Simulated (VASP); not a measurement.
## How biaxial strain in the (001) plane changes GaSb (F-43m)

Strain engineering needs slopes: what does biaxial strain in the (001) plane do to the lattice and the band edges of GaSb?

Method: PBEsol; plane waves and PAW (Ga_d, Sb), in the first sound run; inputs show where later runs differ, in VASP 6.6.1.

Most raw output is cut from this account.

## (1) The structure

Symmetry: F-43m, No. 216, cubic system. Conventional cell: a = 6.096 Å, b = 6.096 Å, c = 6.096 Å, α = 90.00°, β = 90.00°, γ = 90.00°. Nearest to Ga lie 4 Sb at 2.64 Å. Sb has 4 Ga at 2.64 Å nearest. Farther neighbours are not listed.

## (2) Relax the crystal, PBEsol

The series starts from the cell that this level prefers, so that zero strain is near zero stress.

Level: PBEsol; plane waves and PAW (Ga_d, Sb).

INCAR

```
SYSTEM = GaSb
PREC = Accurate
ENCUT = 450
EDIFF = 1E-07
NELM = 120
ISMEAR = 0
SIGMA = 0.02
LREAL = .FALSE.
ALGO = Normal
GGA = PS
NBANDS = 15
LASPH = .TRUE.
LORBIT = 11
LWAVE = .FALSE.
LCHARG = .FALSE.
KPAR = 24
IBRION = 2
NSW = 40
ISIF = 3
EDIFFG = -0.005
POTIM = 0.4
```

POSCAR

```
GaSb
1.0
    0.0000000000      3.0480000000      3.0480000000
    3.0480000000      0.0000000000      3.0480000000
    3.0480000000      3.0480000000      0.0000000000
Ga Sb
1 1
Direct
    0.0000000000      0.0000000000      0.0000000000
    0.2500000000      0.2500000000      0.2500000000
```

KPOINTS

```
Automatic mesh
0
Gamma
9 9 9
0 0 0
```

PAW data sets: Ga_d and Sb (PBE family, release 64).

Launch:

```bash
> mpirun -np 24 vasp_std
```

It took 7.4 s on 24 MPI ranks of Intel Xeon 6975P-C (Granite Rapids), shared host; peak memory 4.6 GiB; 2 min of CPU time.

Numbers from this step:

* energy(sigma→0) of the program: -8.1508 eV
* stress, compression positive: xx, yy, zz 0.00, 0.00, 0.00 GPa
* volume: 57.095 Å³
* ionic steps: 2

## (3) Strain along the normal, PBEsol

One member in full: the plane is strained by 0.5 %, and the strain along the normal is moved by secant steps until the normal stress is under 0.012 GPa or five steps are spent; the atoms relax at each step.

This step took 2 runs, each at a new trial strain with the atoms of the one before; the last is shown.

Level: PBEsol; plane waves and PAW (Ga_d, Sb); cell typed or built by script.

Changes to INCAR since step 2:

```diff
@@ -15,7 +15,7 @@
 LCHARG = .FALSE.
-KPAR = 24
-IBRION = 2
-NSW = 40
-ISIF = 3
-EDIFFG = -0.005
-POTIM = 0.4
+KPAR = 6
+IBRION = 1
+NSW = 25
+ISIF = 2
+EDIFFG = -0.004
+POTIM = 0.3
```

POSCAR

```
GaSb
1.0
    0.0000000000      3.0715338530      3.0422960830
    3.0715338530      0.0000000000      3.0422960830
    3.0715338530      3.0715338530      0.0000000000
Ga Sb
1 1
Direct
    0.0000000000      0.0000000000      0.0000000000
    0.2500000000      0.2500000000      0.2500000000
```

KPOINTS is that of step 2.

Launch:

```bash
> mpirun -np 6 vasp_std
```

Wall time 11 s (6 MPI ranks); peak memory 1.2 GiB.

Read from the output:

```
energy(sigma→0) of the program : -8.1505 eV
stress, compression positive   : xx, yy, zz -0.38, -0.38, -0.01 GPa
ionic steps                    : 1
```

## (4) Band edges, HSE06 with spin-orbit coupling

Short lines in KPOINTS_OPT sample the zone centre along and across the normal of the plane, for masses, and the other valleys.

Level: HSE06, spin-orbit coupling; plane waves and PAW (Ga_d, Sb); cell typed or built by script.

INCAR

```
SYSTEM = GaSb
PREC = Accurate
ENCUT = 450
EDIFF = 1E-06
NELM = 100
ISMEAR = 0
SIGMA = 0.02
LREAL = .FALSE.
ALGO = Normal
LHFCALC = .TRUE.
AEXX = 0.25
GGA = PE
HFSCREEN = 0.2
LASPH = .TRUE.
LNONCOLLINEAR = .TRUE.
MAGMOM = 0 0 0 0 0 0
NBANDS = 28
GGA_COMPAT = .FALSE.
LSORBIT = .TRUE.
PRECFOCK = Fast
LWAVE = .FALSE.
LCHARG = .FALSE.
KPAR = 6
```

POSCAR is that of step 3.

KPOINTS

```
Automatic mesh
0
Gamma
4 4 4
0 0 0
```

KPOINTS_OPT

```
Line mode
6
Line-mode
Reciprocal
  0.00000000   0.00000000   0.00000000
  0.02420982   0.02420982   0.00000000

  0.00000000   0.00000000   0.00000000
  0.00000000  -0.02444249  -0.02444249

  0.31000000   0.31000000   0.00000000
  0.50000000   0.50000000   0.00000000

  0.00000000   0.31000000   0.31000000
  0.00000000   0.50000000   0.50000000

  0.45000000   0.45000000   0.45000000
  0.50000000   0.50000000   0.50000000

  0.45000000   0.00000000   0.00000000
  0.50000000   0.00000000   0.00000000

  0.42500000   0.42500000   0.00000000
  0.42500000   0.44944249   0.02444249

  0.50000000   0.50000000   0.50000000
  0.48271655   0.51728345   0.50000000
```

Launch:

```bash
> mpirun -np 6 vasp_ncl
```

It took 16 min on 6 MPI ranks; peak memory 2.5 GiB.

Numbers from this step:

```
energy(sigma→0) of the program : -8.8702 eV
```

## (5) The table

Hybrid runs start from orbitals of a short PBEsol run, not shown.

The other members went through these steps as far as the tables show, with the same cutoff and, step by step, the same mesh; 27 runs are not shown. The session took 13 core hours (wall time by ranks) on a shared machine.

```
in-plane strain (%)  strain along the normal (%)  in-plane stress, tension positive (GPa)  energy above the unstrained row (meV/atom)
             -2.000                        1.751                                   -1.819                                       6.521
             -1.000                        0.859                                   -0.868                                       1.636
             -0.500                        0.421                                   -0.419                                       0.421
                  0                        0.000                                    0.002                                       0.000
              0.500                       -0.457                                    0.384                                       0.260
              1.000                       -0.928                                    0.784                                       1.230
              2.000                       -1.859                                    1.543                                       5.288
```

Slopes at zero strain, from cubics through all rows: strain ratio -0.886, stress over strain 82 GPa. For a cubic crystal strained in (001) the ratio is −2C₁₂/C₁₁.

Band edges at HSE06 with spin-orbit coupling, counted from the valence-band top at Γ, spin-orbit pairs averaged, with one row partly withheld:

```
in-plane strain (%)  gap (eV)  conduction band at Γ (eV)  Δ or X valley along z (eV)  Δ or X valley along x (eV)  lowest conduction level at L, [111] (eV)  lowest conduction level at L, [-111] (eV)  second valence level below the top (eV)  third valence level below the top (eV)
             -2.000     0.811                      0.811                       1.363                       1.034                                     0.853                                      0.853                                    0.149                                   0.806
             -1.000     0.770                      0.770                       1.310                       1.148                                     0.886                                      0.886                                    0.077                                   0.742
             -0.500         ?                          ?                       1.283                       1.203                                     0.897                                      0.897                                    0.039                                   0.717
                  0     0.718                      0.718                       1.257                       1.257                                     0.903                                      0.903                                    0.000                                   0.694
              0.500     0.652                      0.652                       1.189                       1.271                                     0.867                                      0.867                                    0.041                                   0.715
              1.000     0.585                      0.585                       1.118                       1.283                                     0.827                                      0.827                                    0.082                                   0.739
              2.000     0.446                      0.446                       0.977                       1.306                                     0.739                                      0.739                                    0.165                                   0.793
```

Conduction masses, in electron masses:

```
in-plane strain (%)  conduction mass at Γ, across the strain axis or in the plane  L [111] mass, longitudinal  L [111] mass, transverse along [1-10]
             -2.000                                                         0.046                       1.557                                  0.101
             -1.000                                                         0.043                       1.600                                  0.097
             -0.500                                                         0.042                       1.577                                  0.095
                  0                                                         0.040                       1.607                                  0.094
              0.500                                                         0.039                       1.577                                  0.092
              1.000                                                         0.037                       1.577                                  0.091
              2.000                                                         0.034                       1.542                                  0.088
```

## (6) Fit and prediction

The quantity to fit is the conduction level at Γ above the mean of the three top valence levels at HSE06 with spin-orbit coupling: 1.130, 1.043, 0.949, 0.904, 0.859, 0.766 eV in the rows shown.

A least-squares parabola through the 6 rows shown, with e the strain in %: E = − 6.17e-4 e² − 0.09122 e + 0.9503 (eV), r.m.s. residual 9.2e-4 eV.

At e = -0.5 this predicts 0.9958 eV.

## (7) Prediction against calculation

The calculation gives 0.9971 eV, so the prediction is 0.0013 eV too low, within twice the residual of the fit.

## (8) Summary of results

```json
{"ratio of normal to in-plane strain": "-0.886", "biaxial modulus": "82 GPa", "gap of the unstrained cell, HSE06 with spin-orbit coupling": "0.72 eV", "slope at zero strain of the conduction level at Γ above the mean of the three top valence levels, HSE06 with spin-orbit coupling": "-91 meV per %", "error of the predicted row": "-1.3 meV"}
```

In words: As a check, the curvature of the energy gives 80 GPa for the same modulus (energy per volume = M × strain²), 2 % from the slope of the stress. At HSE06 with spin-orbit coupling the lowest conduction valley is Γ throughout, and the gap runs between 0.45 and 0.81 eV. The gap at PBEsol is under 0.05 eV in some or all rows and is left out; the elastic columns come from such cells and can be uneven. Hole masses are left out throughout, since the top bands are degenerate or cross in many series; of conduction masses, those of the Γ, L and (for Si and Ge under (001) strain) Δ valleys are kept where they change by under an eighth between rows. HSE06 ran on a coarser mesh than the semilocal levels. Δ or X levels are the lowest on their line, refined by a parabola unless they lie at X; the gap is read from all points sampled and can differ from the lowest valley by some meV, or by tens of meV where strain moves the valence top off Γ. Temperature, zero-point motion and excitons are left out.

[Lines on the potential files, build, host, timing and source positions are cut from VASP's logs without a mark.]

[Logs are printed without paths, hosts, clocks, repeated set-up lines and the standing remarks that a program may print on its own settings, such as how far it seeks lower states.]

[Hosts, paths, dates, database ids (printed as entryN), source tags and the programs' standing remarks are cut or masked in the printed files.]

[In band tables of VASP the shares of atoms and orbitals are scaled to a sum of 1 inside the atoms' spheres.]
